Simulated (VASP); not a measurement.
Calculation: r2SCAN meta-GGA, VASP's PBE PAW potentials (set 64) (plane waves; VASP).

VASP ran on this input.

### INCAR
```
SIGMA  =  0.05
EDIFF  =  1E-5   ! SCF stop (eV)
IDIPOL  =  3
ISIF  =  2   ! forces and stress, cell fixed
LWAVE  =  .TRUE.
IBRION  =  2
LCHARG  =  .FALSE.
ALGO  =  Normal
PREC  =  Normal
NELMIN  =  4
EDIFFG  =  -0.03   ! ionic stop
NELM  =  100
LREAL  =  Auto
NSW  =  120
LASPH  =  .TRUE.   ! aspherical one-centre terms
ENCUT  =  450   ! plane-wave cut-off (eV)
ISMEAR  =  0   ! Gaussian
DIPOL  =  0.5 0.5 0.5
METAGGA  =  R2SCAN
SYSTEM  =  MgF2(110) slab
LMIXTAU  =  .TRUE.
LDIPOL  =  .TRUE.
```

### POSCAR
```
MgF2(110) slab
1
    3.0356825050     0.0000000000     0.0000000000
    0.0000000000     6.5105188850     0.0000000000
    0.0000000000     0.0000000000    24.7126343608
F Mg
12 6
Direct
  1.0000000000   0.5000000000   0.3179980776
  0.0000000000   1.0000000000   0.4478679697
  0.5000000000   0.8094013531   0.3675494869
  0.5000000000   0.1905986469   0.3675494869
  0.0000000000   0.5000000000   0.4209675416
  0.0000000000   0.5000000000   0.5790324584
  0.5000000000   0.3021058255   0.5000000000
  0.5000000000   0.6978941745   0.5000000000
  1.0000000000   1.0000000000   0.5521320303
  0.5000000000   0.8094013531   0.6324505131
  0.5000000000   0.1905986469   0.6324505131
  0.0000000000   0.5000000000   0.6820019224
  0.0000000000   1.0000000000   0.3701576325
  0.5000000000   0.5000000000   0.3654818197
  0.0000000000   0.5000000000   0.5000000000
  0.5000000000   1.0000000000   0.5000000000
  1.0000000000   1.0000000000   0.6298423675
  0.5000000000   0.5000000000   0.6345181803
```

**KPOINTS**
```
K-points
0
gamma
  7 3 1
```

POTCAR, in this order: F Mg (PBE.64 set). Program: vasp_std.

The resulting files:

OSZICAR:
```
...
DAV:  22    -0.129590850627E+03   -0.38605E-04   -0.69220E-06   560   0.220E-02    0.564E-04
DAV:  23    -0.129590793421E+03    0.57205E-04   -0.97469E-06   638   0.252E-02    0.561E-04
DAV:  24    -0.129590885577E+03   -0.92155E-04   -0.38127E-06   544   0.149E-02    0.289E-04
DAV:  25    -0.129590793455E+03    0.92122E-04   -0.15135E-06   544   0.947E-03    0.173E-04
DAV:  26    -0.129590876488E+03   -0.83033E-04   -0.88008E-07   544   0.715E-03    0.121E-04
DAV:  27    -0.129590792400E+03    0.84088E-04   -0.25947E-06   544   0.133E-02    0.372E-04
DAV:  28    -0.129590865149E+03   -0.72749E-04   -0.43935E-06   544   0.170E-02    0.307E-04
DAV:  29    -0.129590806152E+03    0.58997E-04   -0.17725E-06   544   0.107E-02    0.147E-04
DAV:  30    -0.129590833465E+03   -0.27313E-04   -0.31401E-06   544   0.147E-02    0.448E-04
DAV:  31    -0.129590820291E+03    0.13173E-04   -0.68261E-06   592   0.210E-02    0.384E-04
DAV:  32    -0.129590869458E+03   -0.49167E-04   -0.27415E-06   544   0.126E-02    0.974E-05
DAV:  33    -0.129590792519E+03    0.76939E-04   -0.17191E-06   544   0.111E-02    0.277E-04
DAV:  34    -0.129590869629E+03   -0.77110E-04   -0.27212E-06   544   0.138E-02    0.205E-04
DAV:  35    -0.129590805110E+03    0.64519E-04   -0.17487E-06   544   0.105E-02    0.113E-04
DAV:  36    -0.129590844720E+03   -0.39610E-04   -0.25347E-06   544   0.132E-02    0.459E-04
DAV:  37    -0.129590812335E+03    0.32385E-04   -0.76413E-06   608   0.225E-02    0.417E-04
DAV:  38    -0.129590884646E+03   -0.72311E-04   -0.34220E-06   544   0.144E-02    0.119E-04
DAV:  39    -0.129590787627E+03    0.97019E-04   -0.15611E-06   544   0.966E-03    0.138E-04
DAV:  40    -0.129590861303E+03   -0.73676E-04   -0.31568E-06   544   0.146E-02    0.383E-04
DAV:  41    -0.129590806651E+03    0.54652E-04   -0.61355E-06   544   0.200E-02    0.324E-04
DAV:  42    -0.129590880050E+03   -0.73399E-04   -0.28966E-06   544   0.134E-02    0.143E-04
DAV:  43    -0.129590782979E+03    0.97071E-04   -0.33955E-06   544   0.155E-02    0.466E-04
DAV:  44    -0.129590876571E+03   -0.93591E-04   -0.78140E-06   608   0.227E-02    0.403E-04
DAV:  45    -0.129590816213E+03    0.60358E-04   -0.23609E-06   544   0.115E-02    0.772E-05
DAV:  46    -0.129590851792E+03   -0.35580E-04   -0.37956E-07   544   0.508E-03    0.961E-05
DAV:  47    -0.129590801565E+03    0.50227E-04   -0.33684E-06   544   0.152E-02    0.499E-04
DAV:  48    -0.129590857657E+03   -0.56092E-04   -0.86095E-06   632   0.233E-02    0.424E-04
DAV:  49    -0.129590837763E+03    0.19894E-04   -0.25224E-06   544   0.117E-02    0.742E-05
DAV:  50    -0.129590814434E+03    0.23329E-04   -0.30246E-06   544   0.142E-02    0.463E-04
DAV:  51    -0.129590850745E+03   -0.36311E-04   -0.71205E-06   600   0.212E-02    0.383E-04
DAV:  52    -0.129590851979E+03   -0.12339E-05   -0.33905E-06   544   0.140E-02
  19 F= -.12959085E+03 E0= -.12959085E+03  d E =-.120735E-02
       N       E                     dE             d eps       ncg     rms          rms(c)
DAV:   1    -0.129590816682E+03    0.34063E-04   -0.79140E-03   928   0.471E-01    0.968E-03
DAV:   2    -0.129590967373E+03   -0.15069E-03   -0.17192E-04   928   0.738E-02    0.508E-03
DAV:   3    -0.129591077264E+03   -0.10989E-03   -0.10208E-05   560   0.268E-02    0.377E-03
DAV:   4    -0.129590882797E+03    0.19447E-03   -0.18129E-05   664   0.366E-02    0.101E-03
DAV:   5    -0.129590990032E+03   -0.10724E-03   -0.12547E-05   544   0.266E-02    0.676E-04
DAV:   6    -0.129590791051E+03    0.19898E-03   -0.57315E-06   544   0.198E-02    0.649E-04
DAV:   7    -0.129590810650E+03   -0.19599E-04   -0.24612E-06   544   0.127E-02    0.389E-04
DAV:   8    -0.129590945458E+03   -0.13481E-03   -0.66155E-06   544   0.223E-02    0.554E-04
DAV:   9    -0.129590907880E+03    0.37578E-04   -0.55081E-06   544   0.207E-02    0.433E-04
DAV:  10    -0.129590974111E+03   -0.66231E-04   -0.15162E-06   544   0.101E-02    0.352E-04
DAV:  11    -0.129590919464E+03    0.54648E-04   -0.57254E-07   544   0.604E-03    0.326E-04
DAV:  12    -0.129590988094E+03   -0.68630E-04   -0.13398E-06   544   0.894E-03    0.435E-04
DAV:  13    -0.129590878989E+03    0.10910E-03   -0.25591E-06   544   0.134E-02    0.525E-04
DAV:  14    -0.129590965248E+03   -0.86259E-04   -0.36969E-06   544   0.158E-02    0.349E-04
DAV:  15    -0.129590899324E+03    0.65924E-04   -0.39690E-06   544   0.166E-02    0.470E-04
DAV:  16    -0.129590952538E+03   -0.53213E-04   -0.45618E-06   544   0.174E-02    0.311E-04
DAV:  17    -0.129590897852E+03    0.54685E-04   -0.71387E-06   592   0.216E-02    0.615E-04
DAV:  18    -0.129590949678E+03   -0.51826E-04   -0.12326E-05   664   0.269E-02    0.471E-04
DAV:  19    -0.129590920453E+03    0.29225E-04   -0.62162E-06   576   0.180E-02    0.214E-04
DAV:  20    -0.129590928056E+03   -0.76027E-05   -0.20528E-06   544   0.120E-02
  20 F= -.12959093E+03 E0= -.12959093E+03  d E =-.128343E-02
       N       E                     dE             d eps       ncg     rms          rms(c)
DAV:   1    -0.129591148497E+03   -0.22804E-03   -0.79664E-02   928   0.153E+00    0.323E-02
DAV:   2    -0.129589783250E+03    0.13652E-02   -0.22654E-03   928   0.258E-01    0.145E-02
DAV:   3    -0.129591043936E+03   -0.12607E-02   -0.63497E-04   928   0.164E-01    0.117E-02
DAV:   4    -0.129590865383E+03    0.17855E-03   -0.13044E-04   934   0.759E-02    0.496E-03
DAV:   5    -0.129591320999E+03   -0.45562E-03   -0.24190E-04   930   0.962E-02    0.283E-03
DAV:   6    -0.129591230364E+03    0.90634E-04   -0.33561E-05   806   0.450E-02    0.167E-03
DAV:   7    -0.129591135598E+03    0.94766E-04   -0.66835E-06   546   0.218E-02    0.929E-04
DAV:   8    -0.129591352353E+03   -0.21675E-03   -0.10392E-05   600   0.271E-02    0.862E-04
DAV:   9    -0.129591309144E+03    0.43209E-04   -0.29262E-06   560   0.142E-02    0.684E-04
DAV:  10    -0.129591331136E+03   -0.21992E-04   -0.18239E-06   544   0.115E-02    0.344E-04
DAV:  11    -0.129591342967E+03   -0.11831E-04   -0.39269E-06   544   0.175E-02    0.349E-04
DAV:  12    -0.129591232214E+03    0.11075E-03   -0.23559E-06   544   0.136E-02    0.382E-04
DAV:  13    -0.129591224131E+03    0.80827E-05   -0.77018E-07   544   0.750E-03
  21 F= -.12959122E+03 E0= -.12959122E+03  d E =-.296075E-03
       N       E                     dE             d eps       ncg     rms          rms(c)
DAV:   1    -0.129590789320E+03    0.44289E-03   -0.71770E-01   928   0.459E+00    0.973E-02
DAV:   2    -0.129587858206E+03    0.29311E-02   -0.16629E-02   928   0.661E-01    0.430E-02
DAV:   3    -0.129590524474E+03   -0.26663E-02   -0.33649E-03   928   0.368E-01    0.350E-02
DAV:   4    -0.129589245946E+03    0.12785E-02   -0.10570E-03   932   0.200E-01    0.148E-02
DAV:   5    -0.129591542220E+03   -0.22963E-02   -0.18882E-03   928   0.241E-01    0.757E-03
DAV:   6    -0.129591799115E+03   -0.25689E-03   -0.10254E-04   940   0.694E-02    0.516E-03
DAV:   7    -0.129591720729E+03    0.78385E-04   -0.25595E-05   744   0.402E-02    0.328E-03
DAV:   8    -0.129591756373E+03   -0.35643E-04   -0.25886E-05   760   0.391E-02    0.253E-03
DAV:   9    -0.129591652522E+03    0.10385E-03   -0.13842E-05   608   0.324E-02    0.148E-03
DAV:  10    -0.129591763795E+03   -0.11127E-03   -0.89302E-06   576   0.254E-02    0.882E-04
DAV:  11    -0.129591768712E+03   -0.49168E-05   -0.79124E-06   584   0.217E-02
  22 F= -.12959177E+03 E0= -.12959177E+03  d E =-.840656E-03
       N       E                     dE             d eps       ncg     rms          rms(c)
DAV:   1    -0.129591903882E+03   -0.14009E-03   -0.10714E-01   928   0.171E+00    0.386E-02
DAV:   2    -0.129589808689E+03    0.20952E-02   -0.28318E-03   928   0.290E-01    0.171E-02
DAV:   3    -0.129591704046E+03   -0.18954E-02   -0.85258E-04   928   0.206E-01    0.139E-02
DAV:   4    -0.129591588286E+03    0.11576E-03   -0.25236E-04   928   0.107E-01    0.629E-03
DAV:   5    -0.129591962194E+03   -0.37391E-03   -0.32916E-04   928   0.119E-01    0.347E-03
DAV:   6    -0.129591964273E+03   -0.20788E-05   -0.31202E-05   768   0.440E-02
  23 F= -.12959196E+03 E0= -.12959196E+03  d E =-.195561E-03
```

### OUTCAR
```
------------------------ aborting loop because EDIFF is reached ----------------------------------------
  FORCE on cell =-STRESS in cart. coord.  units (eV):
  Direction    XX          YY          ZZ          XY          YZ          ZX
  --------------------------------------------------------------------------------------
  Total       -4.8899131     -3.4499573     -3.6162126      0.0000000      0.0000000      0.0000000
  in kB      -16.0406044    -11.3170519    -11.8624266      0.0000000      0.0000000      0.0000000
  external PRESSURE =     -13.0733610 kB  Pullay stress =       0.0000000 kB
  volume of cell :      488.42
      direct lattice vectors                 reciprocal lattice vectors
     3.035682505  0.000000000  0.000000000     0.329415213  0.000000000  0.000000000
     0.000000000  6.510518885  0.000000000     0.000000000  0.153597588  0.000000000
     0.000000000  0.000000000 24.712634361     0.000000000  0.000000000  0.040465132
 POSITION                                       TOTAL-FORCE (eV/Angst)
 -----------------------------------------------------------------------------------
      0.00000      3.25526      7.80864        -0.000000      0.000000     -0.002204
      0.00000      0.00000     11.07994        -0.000000      0.000000     -0.010080
      1.51784      5.28416      8.97391         0.000000      0.007358     -0.014340
      1.51784      1.22636      8.97391         0.000000     -0.007358     -0.014340
      0.00000      3.25526     10.36458         0.000000      0.000000     -0.000317
      0.00000      3.25526     14.34806         0.000000      0.000000      0.000317
      1.51784      1.95762     12.35632         0.000000     -0.017524      0.000000
      1.51784      4.55290     12.35632        -0.000000      0.017524      0.000000
      3.03568      0.00000     13.63269         0.000000      0.000000      0.010080
      1.51784      5.28416     15.73873         0.000000      0.007358      0.014340
      1.51784      1.22636     15.73873         0.000000     -0.007358      0.014340
      3.03568      3.25526     16.90400         0.000000      0.000000      0.002204
      0.00000      0.00000      9.16244         0.000000      0.000000      0.004812
      1.51784      3.25526      8.94461         0.000000      0.000000     -0.022804
      0.00000      3.25526     12.35632         0.000000      0.000000      0.000000
      1.51784      0.00000     12.35632         0.000000      0.000000      0.000000
      0.00000      0.00000     15.55019         0.000000      0.000000     -0.004812
      1.51784      3.25526     15.76803         0.000000      0.000000      0.022804
 -----------------------------------------------------------------------------------
    total drift:                                0.000000      0.000000      0.000000
  FREE ENERGIE OF THE ION-ELECTRON SYSTEM (eV)
  ---------------------------------------------------
  free  energy   TOTEN  =      -129.5919642732 eV

  energy  without entropy=     -129.5919642732  energy(sigma->0) =     -129.59196427

 reached required accuracy - stopping structural energy minimisation
```
(Selected blocks of OUTCAR.)

### CONTCAR
```
MgF2(110) slab
   1.00000000000000
     3.0356825050000000    0.0000000000000000    0.0000000000000000
     0.0000000000000000    6.5105188849999998    0.0000000000000000
     0.0000000000000000    0.0000000000000000   24.7126343607999992
  F               Mg
    12     6
Direct
     0.0000000000000000    0.5000000000000000    0.3159776141839853
     0.0000000000000000    0.0000000000000000    0.4483512508848341
     0.5000000000000000    0.8116346178958308    0.3631303534383060
     0.5000000000000000    0.1883653821041691    0.3631303534383060
     0.0000000000000000    0.5000000000000000    0.4194040523160287
     0.0000000000000000    0.5000000000000000    0.5805959476839713
     0.5000000000000000    0.3006859293809943    0.5000000000000000
     0.5000000000000000    0.6993140706190055    0.5000000000000000
     1.0000000000000000    0.0000000000000000    0.5516487491151659
     0.5000000000000000    0.8116346178958308    0.6368696465616940
     0.5000000000000000    0.1883653821041691    0.6368696465616940
     1.0000000000000000    0.5000000000000000    0.6840223858160144
     0.0000000000000000    0.0000000000000000    0.3707593771409070
     0.5000000000000000    0.5000000000000000    0.3619447111202028
     0.0000000000000000    0.5000000000000000    0.5000000000000000
     0.5000000000000000    0.0000000000000000    0.5000000000000000
     0.0000000000000000    0.0000000000000000    0.6292406228590931
     0.5000000000000000    0.5000000000000000    0.6380552888797972
```

At this cut-off the stress carries a Pulay error, which pulls relaxed volumes low.

The cell is a thin slab with vacuum, built from MgF2 (rutile): (110) face.
